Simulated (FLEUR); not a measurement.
## 2 ML Ni on Ru(0001), hcp site, 3 substrate layers: parallel and opposed starts

Does 2 ML Ni on Ru(0001), hcp site, 3 substrate layers prefer parallel or opposed moments?

Program: FLEUR MaX-R8.1. Level of theory: PBE; all-electron FLAPW film, Dirac cores, scalar-relativistic bands. Results are calculated unless marked as measured.

## (1) The starting structure

The cell holds 5 atoms: 3 Ru and 2 Ni. Cell: a = 2.706 Å, b = 2.706 Å, c = 22.277 Å, α = 90.0°, β = 90.0°, γ = 120.0°. Pseudomorphic film on a typed substrate lattice, hard-sphere layer spacings, unrelaxed. Vacuum lies along c.

Coordinates:

```cif
data_structure
_symmetry_space_group_name_H-M 'P 1'
_symmetry_Int_Tables_number 1
_cell_length_a 2.7058
_cell_length_b 2.7058
_cell_length_c 22.2775
_cell_angle_alpha 90.000
_cell_angle_beta 90.000
_cell_angle_gamma 120.000
_cell_volume 141.25
loop_
_atom_site_label
_atom_site_type_symbol
_atom_site_fract_x
_atom_site_fract_y
_atom_site_fract_z
_atom_site_occupancy
Ru1 Ru 0.00000 0.00000 0.31422 1
Ru2 Ru 0.66667 0.33333 0.41032 1
Ru3 Ru 0.00000 0.00000 0.50643 1
Ni4 Ni 0.66667 0.33333 0.59932 1
Ni5 Ni 0.00000 0.00000 0.68578 1
```

## (2) Order 1, typed as ferro ++

The parallel start is the test of whether parallel moments hold.

inpgen writes inp.xml from crystal.txt; cutoffs, mixing, functional, smearing and local orbitals are then set in the file. The k list default-1 (kpts.xml, not shown) is a Γ-centred 12×12×1 mesh; where the ranks do not divide the number of points, some are split in two of half the weight.

inp.xml reads:

```
<?xml version="1.0" encoding="UTF-8" standalone="no"?>
<fleurInput fleurInputVersion="0.39">
   <comment>
      Ni2Ru3
   </comment>
   <calculationSetup>
      <cutoffs Kmax="3.68" Gmax="11.0" GmaxXC="11.0" numbands="0"/>
      <scfLoop itmax="120" minDistance="0.00002" maxIterBroyd="15" imix="Anderson" alpha="0.03" precondParam="0.0" spinf="2.0" sdNocoIR="T"/>
      <coreElectrons ctail="T" frcor="F" kcrel="0" coretail_lmax="0"/>
      <xcFunctional name="pbe" relativisticCorrections="F"/>
      <magnetism jspins="2"/>
      <soc l_soc="F" theta="0.0" phi="0.0" spav="F"/>
      <expertModes spex="0" secvar="F"/>
      <geometryOptimization l_f="F" forcealpha="1.0" forcemix="BFGS" epsdisp="0.00001" epsforce="0.00001"/>
      <ldaU l_linMix="F" mixParam="0.05" spinf="1.0"/>
   </calculationSetup>
   <cell>
      <bzIntegration valenceElectrons="78.0" mode="hist" fermiSmearingEnergy="0.00293995">
         <kPointListSelection listName="default-1"/>
         <xi:include xmlns:xi="http://www.w3.org/2001/XInclude" href="kpts.xml"> </xi:include>
      </bzIntegration>
      <xi:include xmlns:xi="http://www.w3.org/2001/XInclude" href="sym.xml"> </xi:include>
      <filmLattice scale="1.0" dVac="21.3" dTilda="23.8">
         <bravaisMatrixFilm>
            <row-1>    5.1132214524806576    -0.0000001170874307</row-1>
            <row-2>   -2.5566106248470737     4.4281797315674236</row-2>
         </bravaisMatrixFilm>
         <vacuumEnergyParameters vacuum="1" spinUp="-.25" spinDown="-.25"/>
         <vacuumEnergyParameters vacuum="2" spinUp="-.25" spinDown="-.25"/>
      </filmLattice>
   </cell>
   <atomSpecies>
      <species name="Ruthenium (Ru)" element="Ru" atomicNumber="44">
         <mtSphere radius="2.43" gridPoints="803" logIncrement="0.016"/>
         <atomicCutoffs lmax="10" lnonsphr="8"/>
         <electronConfig flipSpins="F">
            <coreConfig>(1s1/2) (2s1/2) (2p1/2) (2p3/2) (3s1/2) (3p1/2) (3p3/2) (4s1/2) (3d3/2) (3d5/2)</coreConfig>
            <valenceConfig>(4p1/2) (4p3/2) (5s1/2) (4d3/2) (4d5/2)</valenceConfig>
            <stateOccupation state="(5s1/2)" spinUp="0.500000" spinDown="0.500000"/>
            <stateOccupation state="(4d3/2)" spinUp="1.400000" spinDown="1.400000"/>
            <stateOccupation state="(4d5/2)" spinUp="2.100000" spinDown="2.100000"/>
         </electronConfig>
         <energyParameters s="5" p="5" d="4" f="4"/>
         <lo type="SCLO" l="1" n="4" eDeriv="0"/>
      </species>
      <species name="Nickel (Ni1.000" element="Ni" atomicNumber="28">
         <mtSphere radius="2.23" gridPoints="737" logIncrement="0.017"/>
         <atomicCutoffs lmax="8" lnonsphr="6"/>
         <electronConfig flipSpins="F">
            <coreConfig>(1s1/2) (2s1/2) (2p1/2) (2p3/2)</coreConfig>
            <valenceConfig>(3s1/2) (3p1/2) (3p3/2) (4s1/2) (3d3/2) (3d5/2)</valenceConfig>
            <stateOccupation state="(3d3/2)" spinUp="1.6" spinDown="1.6"/>
            <stateOccupation state="(3d5/2)" spinUp="2.9" spinDown="1.9"/>
         </electronConfig>
         <energyParameters s="4" p="4" d="3" f="4"/>
         <lo type="SCLO" l="0" n="3" eDeriv="0"/>
         <lo type="SCLO" l="1" n="3" eDeriv="0"/>
      </species>
   </atomSpecies>
   <atomGroups>
      <atomGroup species="Ruthenium (Ru)">
         <filmPos label="                   1">.0000000000 .0000000000 -7.8210730570</filmPos>
         <force calculate="T" relaxXYZ="TTT"/>
      </atomGroup>
      <atomGroup species="Ruthenium (Ru)">
         <filmPos label="                   2">-1.000/3.000 1.000/3.000 -3.7752955878</filmPos>
         <force calculate="T" relaxXYZ="TTT"/>
      </atomGroup>
      <atomGroup species="Ruthenium (Ru)">
         <filmPos label="                   3">.0000000000 .0000000000 .2705239797</filmPos>
         <force calculate="T" relaxXYZ="TTT"/>
      </atomGroup>
      <atomGroup species="Nickel (Ni1.000">
         <filmPos label="                   4">-1.000/3.000 1.000/3.000 4.1812499507</filmPos>
         <force calculate="T" relaxXYZ="TTT"/>
      </atomGroup>
      <atomGroup species="Nickel (Ni1.000">
         <filmPos label="                   5">.0000000000 .0000000000 7.8210730570</filmPos>
         <force calculate="T" relaxXYZ="TTT"/>
      </atomGroup>
   </atomGroups>
   <output dos="F" band="F" slice="F">
      <bandDOS minEnergy="-.5*Htr" maxEnergy="0.5*Htr" sigma="0.015" storeEVData="T"/>
      <plotting iplot="0" polar="F">
         <plot TwoD="T" vec1="  1.0  0.0  0.0" vec2="  0.0  1.0  0.0" vec3="  0.0  0.0  1.0" zero="  0.0  0.0 -0.5" file="plot"/>
      </plotting>
      <moessbauerParams electricFieldGradient="F" isomerShift="F" coreHyperfine="F" valenceHyperfine="F"/>
   </output>
</fleurInput>
```

crystal.txt reads:

```
Ni2Ru3
&input film=T cartesian=F /
2.70580026699  -0.00000006196  0.00000000000
-1.35290007984  2.34329179976  0.00000000000
0.00000000000  0.00000000000  1.00000000000
1.8897261246
1.0 1.0 1.0

5
44 0.00000000000  0.00000000000  -7.82107305699
44 0.66666666667  0.33333333333  -3.77529558784
44 0.00000000000  0.00000000000  0.27052397965
28 0.66666666667  0.33333333333  4.18124995071 : 1.000
28 0.00000000000  0.00000000000  7.82107305699 : 1.000

&kpt div1=12 div2=12 div3=1 gamma=T /
```

Run with:

```console
OMP_NUM_THREADS=1 inpgen -f crystal.txt > inpgen.log  # inp.xml is then edited as shown
OMP_NUM_THREADS=1 mpirun -n 4 fleur_MPI > fleur.log
```

What it wrote:

```text
Welcome to FLEUR        (www.flapw.de)
      MaX-Release 8.1          (www.max-centre.eu)

 ========== k-point set info ==========
 Selected k-point list: default-1
 k-point list type: mesh
 0 x 0 x 0
 Number of k points: 20

 ------------Calculation Setup---------------------------
 Number of MPI-tasks      :            4
 Number of PE/node        :            4
 Number of OMP-threads    :            1
 k-points in parallel     :            4
 pe's per k-point         :            1
 No of k-point loops      :            5
 Eigenvalue solver        :       lapack
 Number of basis functions:          507
 Approximate size of matrices (H+S) per k-point:         0.008 GB
 --------------------------------------------------------
 Iteration:     1   Distance:      34.31348495 me/bohr^3
 Iteration:     2   Distance:     118.14481431 me/bohr^3
 Iteration:     3   Distance:      31.72798359 me/bohr^3
 Iteration:     4   Distance:      37.38845041 me/bohr^3
 Iteration:     5   Distance:      32.67062419 me/bohr^3
 Iteration:     6   Distance:      31.61346639 me/bohr^3
 Iteration:     7   Distance:      29.32746230 me/bohr^3
 Iteration:     8   Distance:      21.70270543 me/bohr^3
 Iteration:     9   Distance:      19.66677476 me/bohr^3
 Iteration:    10   Distance:      20.25577264 me/bohr^3
[... 59 iterations left out ...]
 Iteration:    70   Distance:       0.00009214 me/bohr^3
 Iteration:    71   Distance:       0.00010815 me/bohr^3
 Iteration:    72   Distance:       0.00065528 me/bohr^3
 Iteration:    73   Distance:       0.00006766 me/bohr^3
 Iteration:    74   Distance:       0.00010065 me/bohr^3
 Iteration:    75   Distance:       0.00009649 me/bohr^3
 Iteration:    76   Distance:       0.00003571 me/bohr^3
 Iteration:    77   Distance:       0.00003946 me/bohr^3
 Iteration:    78   Distance:       0.00008514 me/bohr^3
 Iteration:    79   Distance:       0.00001960 me/bohr^3

 ********************************************************************
 Run finished successfully
 Stop message:
   all done
 ********************************************************************

--- out.xml (last complete iteration) ---
<iteration numberForCurrentRun="   79" overallNumber="   79">
         [... left out ...]
         <bandgap value="0.0006236553" units="eV"/>
         <sumValenceSingleParticleEnergies value="-89.2339849611" units="Htr"/>
         <FermiEnergy value="-0.1768510183" units="Htr"/>
         <valenceDensity>
            <mtCharges spin="1">
               <mtCharge atomType="1" total="6.1986260" s="0.1762009" p="3.1135515" d="2.8808634" f="0.0213889"/>
               <mtCharge atomType="2" total="6.2618382" s="0.1842941" p="3.1651347" d="2.8698310" f="0.0331294"/>
               <mtCharge atomType="3" total="6.2805702" s="0.1811179" p="3.1513043" d="2.9119570" f="0.0280035"/>
               <mtCharge atomType="4" total="8.6770725" s="1.1879142" p="3.1518568" d="4.3256883" f="0.0090032"/>
               <mtCharge atomType="5" total="8.7432476" s="1.1792236" p="3.0957496" d="4.4618984" f="0.0049091"/>
            </mtCharges>
            <mtCharges spin="2">
               <mtCharge atomType="1" total="6.2173762" s="0.1763553" p="3.1117189" d="2.9011724" f="0.0215007"/>
               <mtCharge atomType="2" total="6.2911660" s="0.1846360" p="3.1655683" d="2.8984762" f="0.0330473"/>
               <mtCharge atomType="3" total="6.2333626" s="0.1812134" p="3.1538130" d="2.8618182" f="0.0283896"/>
               <mtCharge atomType="4" total="8.1867027" s="1.1879939" p="3.1619668" d="3.8247400" f="0.0094065"/>
               <mtCharge atomType="5" total="7.9950545" s="1.1811547" p="3.1073863" d="3.6999135" f="0.0051555"/>
            </mtCharges>
            <spinDependentCharge spin="1" total="39.5831282" interstitial="3.3233929" mtSpheres="36.1613545" vacuum1="0.0347533" vacuum2="0.0636275"/>
            <spinDependentCharge spin="2" total="38.4168720" interstitial="3.3907508" mtSpheres="34.9236621" vacuum1="0.0390667" vacuum2="0.0633924"/>
            <totalCharge value="78.0000002432"/>
         </valenceDensity>
         [... left out ...]
         <allElectronCharges>
            <spinDependentCharge spin="1" total="94.5831282" interstitial="3.3287648" mtSpheres="91.1559715" vacuum1="0.0347533" vacuum2="0.0636386"/>
            <spinDependentCharge spin="2" total="93.4168720" interstitial="3.3961236" mtSpheres="89.9182782" vacuum1="0.0390667" vacuum2="0.0634035"/>
            <totalCharge value="188.0000001642"/>
         </allElectronCharges>
         <magneticMomentsInMTSpheres units="muBohr">
            <globalMagMoment atomType="1" vec="0.00000   0.00000  -0.01875"/>
            <localMagMoment atomType="1" vec="0.00000   0.00000  -0.01875"/>
            <globalMagMoment atomType="2" vec="0.00000   0.00000  -0.02933"/>
            <localMagMoment atomType="2" vec="0.00000   0.00000  -0.02933"/>
            <globalMagMoment atomType="3" vec="0.00000   0.00000   0.04721"/>
            <localMagMoment atomType="3" vec="0.00000   0.00000   0.04721"/>
            <globalMagMoment atomType="4" vec="0.00000   0.00000   0.49037"/>
            <localMagMoment atomType="4" vec="0.00000   0.00000   0.49037"/>
            <globalMagMoment atomType="5" vec="0.00000   0.00000   0.74819"/>
            <localMagMoment atomType="5" vec="0.00000   0.00000   0.74819"/>
         </magneticMomentsInMTSpheres>
         <moessbauerParams unitsHFF="kG" unitsIS="e/bohr^3" unitsEFG="Htr/bohr^2">
         </moessbauerParams>
         <totalEnergy value="   -16637.1552761986" units="Htr">
            <sumOfEigenvalues value="    -9950.3570047047">
               <coreElectrons value="-9861.1230197437"/>
               <valenceElectrons value="-89.2339849611"/>
            </sumOfEigenvalues>
            <densityCoulombPotentialIntegral value="-26497.8510707817"/>
            <densityEffectivePotentialIntegral value="-27186.4893519869"/>
            <chargeDenXCDenIntegral value="-528.5894730870"/>
            <FockExchangeEnergyValence value="0.0000000000"/>
            <FockExchangeEnergyCore value="0.0000000000"/>
            <atomTypeDependentContributions atomType="1">
               <electronNucleiInteractionDifferentMTs value="5470.4974522974"/>
               <MadelungTerm value="-9.6046883428"/>
            </atomTypeDependentContributions>
            <atomTypeDependentContributions atomType="2">
               <electronNucleiInteractionDifferentMTs value="5471.8445773002"/>
               <MadelungTerm value="-7.9122309760"/>
            </atomTypeDependentContributions>
            <atomTypeDependentContributions atomType="3">
               <electronNucleiInteractionDifferentMTs value="5471.4522357988"/>
               <MadelungTerm value="-8.4629240608"/>
            </atomTypeDependentContributions>
            <atomTypeDependentContributions atomType="4">
               <electronNucleiInteractionDifferentMTs value="1823.3451636618"/>
               <MadelungTerm value="-4.5765047871"/>
            </atomTypeDependentContributions>
            <atomTypeDependentContributions atomType="5">
               <electronNucleiInteractionDifferentMTs value="1822.5615160535"/>
               <MadelungTerm value="-5.5153217245"/>
            </atomTypeDependentContributions>
            <tkbTimesEntropy value="0.0055914623"/>
            <freeEnergy value="-16637.1608676609"/>
            <extrapolationTo0K value="-16637.1580719298"/>
         </totalEnergy>
         <densityConvergence units="me/bohr^3">
            <chargeDensity spin="1" distance="0.0000047728"/>
            <chargeDensity spin="2" distance="0.0000174752"/>
            <overallChargeDensity distance="0.0000196024"/>
            <spinDensity distance="0.0000164945"/>
         </densityConvergence>
      </iteration>
```

The job ended after 4.3 min (4 MPI ranks of Arm Neoverse V2, shared host; peak memory 0.48 GiB).

Spin moment in the muffin-tin sphere by atom:

```csv
atom,spin moment in the muffin-tin sphere (μB)
Ru1,-0.019
Ru2,-0.029
Ru3,0.047
Ni4,0.490
Ni5,0.748
```

Numbers from this step:

```yaml
free_energy: -452720.2104 eV
program_s_band_gap_on_this_mesh_in_a_metal_only_a_level_spacing: 6.24e-4 eV
magnetization: 1.166 μB
final_state: ferromagnetic
```

After 79 cycles the largest moment stands at 0.748 μB.

## (3) Order 2, typed as antiferro +-

Another pattern of signs weighs the neighbour shells otherwise.

Changes to inp.xml since step 2:

```diff
@@ -58,2 +58,15 @@
       </species>
+      <species name="Nickel (Ni-1.000" element="Ni" atomicNumber="28">
+         <mtSphere radius="2.23" gridPoints="737" logIncrement="0.017"/>
+         <atomicCutoffs lmax="8" lnonsphr="6"/>
+         <electronConfig flipSpins="F">
+            <coreConfig>(1s1/2) (2s1/2) (2p1/2) (2p3/2)</coreConfig>
+            <valenceConfig>(3s1/2) (3p1/2) (3p3/2) (4s1/2) (3d3/2) (3d5/2)</valenceConfig>
+            <stateOccupation state="(3d3/2)" spinUp="1.6" spinDown="1.6"/>
+            <stateOccupation state="(3d5/2)" spinUp="1.9" spinDown="2.9"/>
+         </electronConfig>
+         <energyParameters s="4" p="4" d="3" f="4"/>
+         <lo type="SCLO" l="0" n="3" eDeriv="0"/>
+         <lo type="SCLO" l="1" n="3" eDeriv="0"/>
+      </species>
    </atomSpecies>
@@ -76,3 +89,3 @@
       </atomGroup>
-      <atomGroup species="Nickel (Ni1.000">
+      <atomGroup species="Nickel (Ni-1.000">
          <filmPos label="                   5">.0000000000 .0000000000 7.8210730570</filmPos>
```

Changes to crystal.txt since step 2:

```diff
@@ -13,3 +13,3 @@
 28 0.66666666667  0.33333333333  4.18124995071 : 1.000
-28 0.00000000000  0.00000000000  7.82107305699 : 1.000
+28 0.00000000000  0.00000000000  7.82107305699 : -1.000
```

What it wrote:

```text
[banner, memory and clock lines left out]
Welcome to FLEUR        (www.flapw.de)
      MaX-Release 8.1          (www.max-centre.eu)

 ========== k-point set info ==========
 Selected k-point list: default-1
 k-point list type: mesh
 0 x 0 x 0
 Number of k points: 20

 [... set-up left out ...]
 Iteration:     1   Distance:      34.33633877 me/bohr^3
 Iteration:     2   Distance:     119.07555910 me/bohr^3
 Iteration:     3   Distance:      31.90284034 me/bohr^3
 Iteration:     4   Distance:      37.57217394 me/bohr^3
 Iteration:     5   Distance:      32.22965906 me/bohr^3
 Iteration:     6   Distance:      31.44152120 me/bohr^3
 Iteration:     7   Distance:      28.03196110 me/bohr^3
 Iteration:     8   Distance:      17.85841717 me/bohr^3
[... lines left out ...]
[... 100 iterations left out ...]
[... lines left out ...]
 Iteration:   115   Distance:       0.16886496 me/bohr^3
 Iteration:   116   Distance:       0.17356290 me/bohr^3
 Iteration:   117   Distance:       0.17494588 me/bohr^3
 Iteration:   118   Distance:       0.17586988 me/bohr^3
 Iteration:   119   Distance:       0.17385160 me/bohr^3
 Iteration:   120   Distance:       0.26398442 me/bohr^3

 ********************************************************************
 Run finished successfully
 Stop message:
   all done
 ********************************************************************

--- out.xml (last complete iteration) ---
<iteration numberForCurrentRun="  120" overallNumber="  120">
         [... left out ...]
         <bandgap value="0.0109471177" units="eV"/>
         <sumValenceSingleParticleEnergies value="-89.3083177493" units="Htr"/>
         <FermiEnergy value="-0.1809176493" units="Htr"/>
         [... left out ...]
         <magneticMomentsInMTSpheres units="muBohr">
            <globalMagMoment atomType="1" vec="0.00000   0.00000  -0.00371"/>
            <globalMagMoment atomType="2" vec="0.00000   0.00000  -0.00638"/>
            <globalMagMoment atomType="3" vec="0.00000   0.00000   0.01371"/>
            <globalMagMoment atomType="4" vec="0.00000   0.00000   0.11443"/>
            <globalMagMoment atomType="5" vec="0.00000   0.00000  -0.05052"/>
         </magneticMomentsInMTSpheres>
         [... left out ...]
         <totalEnergy value="   -16637.1521500029" units="Htr">
            <sumOfEigenvalues value="    -9950.7494129452">
               <coreElectrons value="-9861.4410951959"/>
               <valenceElectrons value="-89.3083177493"/>
            </sumOfEigenvalues>
         [... left out ...]
            <freeEnergy value="-16637.1587897437"/>
            <extrapolationTo0K value="-16637.1554698733"/>
         </totalEnergy>
         <densityConvergence units="me/bohr^3">
            <chargeDensity spin="1" distance="0.1157411914"/>
            <chargeDensity spin="2" distance="0.1765325723"/>
            <overallChargeDensity distance="0.2639844175"/>
            <spinDensity distance="0.1393978920"/>
         </densityConvergence>
      </iteration>
```

Run time: 6.5 min. Hardware: 4 MPI ranks; peak memory 0.49 GiB.

The run stopped without converging, so none of its numbers is a property of the system.

After 120 cycles the density distance stands at 0.26 me/bohr³, above the threshold of 2e-05.

[end of part 1 of 2]

[Logs and program files are shortened in this print: banners, set-up blocks, solver, clock and traceback lines can be left out without a mark of their own.]

[Logs are printed without paths, hosts, clocks, repeated set-up lines and the standing remarks that a program may print on its own settings, such as how far it seeks lower states.]

[Hosts, paths, dates, database ids (printed as entryN), source tags and the programs' standing remarks are cut or masked in the printed files.]

[Where a cell is said to come from a database of computed structures, the database is the Materials Project.]
